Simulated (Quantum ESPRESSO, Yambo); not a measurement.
# KBr (Fm-3m): a self-consistent loop beyond G0W0, cycle by cycle, part 2 of 2

Aim: iterate the self-energy on KBr (Fm-3m) and follow the gap from cycle to cycle.

Quantum ESPRESSO 7.5 and Yambo 5.3.0; PBE and many-body steps on it, plane waves. Known limits of the many-body steps: not at the basis limit; no spin-orbit coupling.

So far. Step 5 (evGW0, cycle 1): Against G0W0 in Yambo (4×4×4 mesh, 119 bands, screening to 149.7 eV, Godby-Needs plasmon pole), the gap moves by +0.251 eV. Step 6 (evGW0, cycle 2): Against the cycle before, the gap moves by +0.020 eV.

## Step 7: evGW0, cycle 3

Level of this step: evGW0 on PBE, plane waves, norm-conserving pseudopotentials (Yambo).

The input, gw5.in:

```
HF_and_locXC
gw0
dyson
ppa
em1d
rim_cut
RandQpts= 1000000
RandGvec= 1 RL
EXXRLvcs= 76 Ry
VXCRLvcs= 304 Ry
Chimod= "HARTREE"
% BndsRnXp
 1 | 119 |
%
NGsBlkXp= 11 Ry
% LongDrXp
 1 | 1 | 1 |
%
% GbndRnge
 1 | 119 |
%
DysSolver= "n"
ExtendOut
PPAPntXp= 27.21138 eV
% QPkrange
 1 | 8 | 9 | 17 |
%
GfnQPdb= "E < ./gw4_fix/ndb.QP"
```

Run with:

```sh
$ OMP_NUM_THREADS=1 mpirun -n 4 yambo -F gw5.in -J gw5,gw1_W -C gw5 > gw5.log
```

What it wrote:

```text
 Yambo, version 5.3.0

 [02] CORE Variables Setup
 =========================

  [... cell, symmetries and grids as in the set-up ...]

  [02.05] Energies & Occupations
  ==============================

  [X] === General ===
  [X] Electronic Temperature                        :  0.000000  0.000000 [eV K]
  [X] Bosonic    Temperature                        :  0.000000  0.000000 [eV K]
  [X] Finite Temperature mode                       : no
  [X] El. density                                   :  0.36174E+24 [cm-3]
[...]
Sx RL components                                 :   5577

   QP @ state[ 1 ] K range                          :   1   8
   QP @ state[ 1 ] b range                          :   9  17
   GF energies kind                                 : Perdew, Burke & Ernzerhof(X)+Perdew, Burke & Ernzerhof(C)+ E < ./gw2/ndb.QP + @E Fit+ E < ./gw3_fix/
   GF WF`s kind                                     : Perdew, Burke & Ernzerhof(X)+Perdew, Burke & Ernzerhof(C)
   Xs energies kind                                 : Perdew, Burke & Ernzerhof(X)+Perdew, Burke & Ernzerhof(C)
   Xs WF`s kind                                     : Perdew, Burke & Ernzerhof(X)+Perdew, Burke & Ernzerhof(C)

 [13] Game Over & Game summary
```

Wall time 10 min (4 MPI ranks of Arm Neoverse V1, shared host); peak memory 2 GiB.

Numbers from this step:

| Property | Result |
| --- | --- |
| quasiparticle gap on the mesh | 7.929 eV |
| gap of the density functional on the mesh | 4.436 eV |
| k of the valence top | 0, 0, 0 |
| k of the conduction bottom | 0, 0, 0 |
| least direct quasiparticle gap on the computed points | 7.929 eV |

Against the cycle before, the gap moves by +0.002 eV.

The program's own table gives 8.268 eV, which is too large where the input levels are shifted: this version takes Σc at the unshifted level E₀, yet steps from the shifted one. The value above is the Newton step from E₀, E₀ + Z(Σc + Σx − Vxc), rebuilt from the printed columns.

## Step 8: evGW, cycle 1

This step: evGW on PBE, plane waves, norm-conserving pseudopotentials.

gw6.in, as its differences from gw5.in of step 7:

```diff
@@ -27,2 +27,3 @@
 %
-GfnQPdb= "E < ./gw4_fix/ndb.QP"
+GfnQPdb= "E < ./gw2/ndb.QP"
+XfnQPdb= "E < ./gw2/ndb.QP"
```

Run with:

```sh
$ OMP_NUM_THREADS=1 mpirun -n 4 yambo -F gw6.in -J gw6 -C gw6 > gw6.log
```

What it wrote:

```text
 Yambo, version 5.3.0

 [02] CORE Variables Setup
 =========================

  [... cell, symmetries and grids as in the set-up ...]

  [02.05] Energies & Occupations
  ==============================

  [X] === General ===
  [X] Electronic Temperature                        :  0.000000  0.000000 [eV K]
  [X] Bosonic    Temperature                        :  0.000000  0.000000 [eV K]
  [X] Finite Temperature mode                       : no
  [X] El. density                                   :  0.36174E+24 [cm-3]
[...]
Sx RL components                                 :   5577

   QP @ state[ 1 ] K range                          :   1   8
   QP @ state[ 1 ] b range                          :   9  17
   GF energies kind                                 : Perdew, Burke & Ernzerhof(X)+Perdew, Burke & Ernzerhof(C)+ E < ./gw2/ndb.QP + @E Fit
   GF WF`s kind                                     : Perdew, Burke & Ernzerhof(X)+Perdew, Burke & Ernzerhof(C)
   Xs energies kind                                 : Perdew, Burke & Ernzerhof(X)+Perdew, Burke & Ernzerhof(C)
   Xs WF`s kind                                     : Perdew, Burke & Ernzerhof(X)+Perdew, Burke & Ernzerhof(C)

 [15] Game Over & Game summary
```

It took 12 min on 4 MPI ranks; peak memory 2 GiB; 47 min of CPU time.

Numbers from this step:

```yaml
quasiparticle_gap_on_the_mesh: 8.590 eV
gap_of_the_density_functional_on_the_mesh: 4.436 eV
k_of_the_valence_top: 0, 0, 0
k_of_the_conduction_bottom: 0, 0, 0
least_direct_quasiparticle_gap_on_the_computed_points: 8.590 eV
```

Against G0W0 in Yambo (4×4×4 mesh, 119 bands, screening to 149.7 eV, Godby-Needs plasmon pole), the gap moves by +0.934 eV.

The program's own table gives 8.840 eV, which is too large where the input levels are shifted: this version takes Σc at the unshifted level E₀, yet steps from the shifted one. The value above is the Newton step from E₀, E₀ + Z(Σc + Σx − Vxc), rebuilt from the printed columns.

## Step 9: evGW, cycle 2

gw7.in, as its differences from gw6.in of step 8:

```diff
@@ -27,3 +27,3 @@
 %
-GfnQPdb= "E < ./gw2/ndb.QP"
-XfnQPdb= "E < ./gw2/ndb.QP"
+GfnQPdb= "E < ./gw6_fix/ndb.QP"
+XfnQPdb= "E < ./gw6_fix/ndb.QP"
```

Run with:

```sh
$ OMP_NUM_THREADS=1 mpirun -n 4 yambo -F gw7.in -J gw7 -C gw7 > gw7.log
```

What it wrote:

```text
 Yambo, version 5.3.0

 [02] CORE Variables Setup
 =========================

  [... cell, symmetries and grids as in the set-up ...]

  [02.05] Energies & Occupations
  ==============================

  [X] === General ===
  [X] Electronic Temperature                        :  0.000000  0.000000 [eV K]
  [X] Bosonic    Temperature                        :  0.000000  0.000000 [eV K]
  [X] Finite Temperature mode                       : no
  [X] El. density                                   :  0.36174E+24 [cm-3]
[...]
Sx RL components                                 :   5577

   QP @ state[ 1 ] K range                          :   1   8
   QP @ state[ 1 ] b range                          :   9  17
   GF energies kind                                 : Perdew, Burke & Ernzerhof(X)+Perdew, Burke & Ernzerhof(C)+ E < ./gw2/ndb.QP + @E Fit+ E < ./gw6_fix/
   GF WF`s kind                                     : Perdew, Burke & Ernzerhof(X)+Perdew, Burke & Ernzerhof(C)
   Xs energies kind                                 : Perdew, Burke & Ernzerhof(X)+Perdew, Burke & Ernzerhof(C)
   Xs WF`s kind                                     : Perdew, Burke & Ernzerhof(X)+Perdew, Burke & Ernzerhof(C)

 [15] Game Over & Game summary
```

Wall time 12 min (4 MPI ranks); peak memory 2 GiB.

Numbers from this step:

- quasiparticle gap on the mesh: 8.806 eV
- gap of the density functional on the mesh: 4.436 eV
- k of the valence top: 0, 0, 0
- k of the conduction bottom: 0, 0, 0
- least direct quasiparticle gap on the computed points: 8.806 eV

Against the cycle before, the gap moves by +0.216 eV.

The program's own table gives 9.092 eV, which is too large where the input levels are shifted: this version takes Σc at the unshifted level E₀, yet steps from the shifted one. The value above is the Newton step from E₀, E₀ + Z(Σc + Σx − Vxc), rebuilt from the printed columns.

## Step 10: evGW, cycle 3

gw8.in, as its differences from gw7.in of step 9:

```diff
@@ -27,3 +27,3 @@
 %
-GfnQPdb= "E < ./gw6_fix/ndb.QP"
-XfnQPdb= "E < ./gw6_fix/ndb.QP"
+GfnQPdb= "E < ./gw7_fix/ndb.QP"
+XfnQPdb= "E < ./gw7_fix/ndb.QP"
```

Run with:

```sh
$ OMP_NUM_THREADS=1 mpirun -n 4 yambo -F gw8.in -J gw8 -C gw8 > gw8.log
```

What it wrote:

```text
 Yambo, version 5.3.0

 [02] CORE Variables Setup
 =========================

  [... cell, symmetries and grids as in the set-up ...]

  [02.05] Energies & Occupations
  ==============================

  [X] === General ===
  [X] Electronic Temperature                        :  0.000000  0.000000 [eV K]
  [X] Bosonic    Temperature                        :  0.000000  0.000000 [eV K]
  [X] Finite Temperature mode                       : no
  [X] El. density                                   :  0.36174E+24 [cm-3]
[...]
Sx RL components                                 :   5577

   QP @ state[ 1 ] K range                          :   1   8
   QP @ state[ 1 ] b range                          :   9  17
   GF energies kind                                 : Perdew, Burke & Ernzerhof(X)+Perdew, Burke & Ernzerhof(C)+ E < ./gw2/ndb.QP + @E Fit+ E < ./gw6_fix/
   GF WF`s kind                                     : Perdew, Burke & Ernzerhof(X)+Perdew, Burke & Ernzerhof(C)
   Xs energies kind                                 : Perdew, Burke & Ernzerhof(X)+Perdew, Burke & Ernzerhof(C)
   Xs WF`s kind                                     : Perdew, Burke & Ernzerhof(X)+Perdew, Burke & Ernzerhof(C)

 [15] Game Over & Game summary
```

The job ended after 12 min (4 MPI ranks; peak memory 2 GiB; 48 min of CPU time).

This step gave:

```
quasiparticle gap on the mesh                         : 8.851 eV
gap of the density functional on the mesh             : 4.436 eV
k of the valence top                                  : 0, 0, 0
k of the conduction bottom                            : 0, 0, 0
least direct quasiparticle gap on the computed points : 8.851 eV
```

Against the cycle before, the gap moves by +0.044 eV.

The program's own table gives 9.144 eV, which is too large where the input levels are shifted: this version takes Σc at the unshifted level E₀, yet steps from the shifted one. The value above is the Newton step from E₀, E₀ + Z(Σc + Σx − Vxc), rebuilt from the printed columns.

## Step 11: evGW, cycle 4

gw9.in, as its differences from gw8.in of step 10:

```diff
@@ -27,3 +27,3 @@
 %
-GfnQPdb= "E < ./gw7_fix/ndb.QP"
-XfnQPdb= "E < ./gw7_fix/ndb.QP"
+GfnQPdb= "E < ./gw8_fix/ndb.QP"
+XfnQPdb= "E < ./gw8_fix/ndb.QP"
```

Run with:

```sh
$ OMP_NUM_THREADS=1 mpirun -n 4 yambo -F gw9.in -J gw9 -C gw9 > gw9.log
```

What it wrote:

```text
 Yambo, version 5.3.0

 [02] CORE Variables Setup
 =========================

  [... cell, symmetries and grids as in the set-up ...]

  [02.05] Energies & Occupations
  ==============================

  [X] === General ===
  [X] Electronic Temperature                        :  0.000000  0.000000 [eV K]
  [X] Bosonic    Temperature                        :  0.000000  0.000000 [eV K]
  [X] Finite Temperature mode                       : no
  [X] El. density                                   :  0.36174E+24 [cm-3]
[...]
Sx RL components                                 :   5577

   QP @ state[ 1 ] K range                          :   1   8
   QP @ state[ 1 ] b range                          :   9  17
   GF energies kind                                 : Perdew, Burke & Ernzerhof(X)+Perdew, Burke & Ernzerhof(C)+ E < ./gw2/ndb.QP + @E Fit+ E < ./gw6_fix/
   GF WF`s kind                                     : Perdew, Burke & Ernzerhof(X)+Perdew, Burke & Ernzerhof(C)
   Xs energies kind                                 : Perdew, Burke & Ernzerhof(X)+Perdew, Burke & Ernzerhof(C)
   Xs WF`s kind                                     : Perdew, Burke & Ernzerhof(X)+Perdew, Burke & Ernzerhof(C)

 [15] Game Over & Game summary
```

Run time: 12 min. Hardware: 4 MPI ranks; peak memory 2 GiB.

This step gave:

```yaml
quasiparticle_gap_on_the_mesh: 8.860 eV
gap_of_the_density_functional_on_the_mesh: 4.436 eV
k_of_the_valence_top: 0, 0, 0
k_of_the_conduction_bottom: 0, 0, 0
least_direct_quasiparticle_gap_on_the_computed_points: 8.860 eV
```

Against the cycle before, the gap moves by +0.010 eV.

The program's own table gives 9.155 eV, which is too large where the input levels are shifted: this version takes Σc at the unshifted level E₀, yet steps from the shifted one. The value above is the Newton step from E₀, E₀ + Z(Σc + Σx − Vxc), rebuilt from the printed columns.

## Step 12: The runs together

Times are wall times on 4 MPI ranks of Arm Neoverse V1, shared host, good to a factor of about two.

| run | mesh | bands | screening cutoff (eV) | DFT gap (eV) | gap on the mesh (eV) | direct (eV) | time |
| --- | --- | --- | --- | --- | --- | --- | --- |
| G0W0 | 4×4×4 | 119 | 149.7 | 4.436 | 7.656 | 7.656 | 2.1 min |
| evGW0, cycle 1 | 4×4×4 | 119 | 149.7 | 4.436 | 7.907 | 7.907 | 10 min |
| evGW0, cycle 2 | 4×4×4 | 119 | 149.7 | 4.436 | 7.927 | 7.927 | 10 min |
| evGW0, cycle 3 | 4×4×4 | 119 | 149.7 | 4.436 | 7.929 | 7.929 | 10 min |
| evGW, cycle 1 | 4×4×4 | 119 | 149.7 | 4.436 | 8.590 | 8.590 | 12 min |
| evGW, cycle 2 | 4×4×4 | 119 | 149.7 | 4.436 | 8.806 | 8.806 | 12 min |
| evGW, cycle 3 | 4×4×4 | 119 | 149.7 | 4.436 | 8.851 | 8.851 | 12 min |
| evGW, cycle 4 | 4×4×4 | 119 | 149.7 | 4.436 | 8.860 | 8.860 | 12 min |

## Step 13: What came out

| Property | Result |
| --- | --- |
| G0W0 | 7.656 eV |
| evGW0, cycle 1 | 7.907 eV |
| evGW0, cycle 2 | 7.927 eV |
| evGW0, cycle 3 | 7.929 eV |
| evGW, cycle 1 | 8.590 eV |
| evGW, cycle 2 | 8.806 eV |
| evGW, cycle 3 | 8.851 eV |
| evGW, cycle 4 | 8.860 eV |
| known limits | not at the basis limit; no spin-orbit coupling |

**Reading.** evGW0 ends at 7.93 eV, +0.27 eV from G0W0, after 3 cycles that took 31 min beside the first screening; the last moved the gap by 0.002 eV. evGW ends at 8.86 eV, +1.20 eV from G0W0, after 4 cycles that took 47 min beside the first screening; the last moved the gap by 0.010 eV. Bands and cutoff are finite, so the gap is not at the basis limit. The miss can reach some tenths of an eV and take either sign; the mesh is an error of its own. The many-body steps are scalar-relativistic: spin-orbit coupling is not in them.

[Paths, hosts, dates, memory and timing lines, banners, echoed tables and standing remarks are left out of the program output.]

[Logs are printed without paths, hosts, clocks, repeated set-up lines and the standing remarks that a program may print on its own settings, such as how far it seeks lower states.]

[Runs of the session that timed out or met a known fault of the program may be left out.]

[Hosts, paths, dates, database ids (printed as entryN), source tags and the programs' standing remarks are cut or masked in the printed files.]
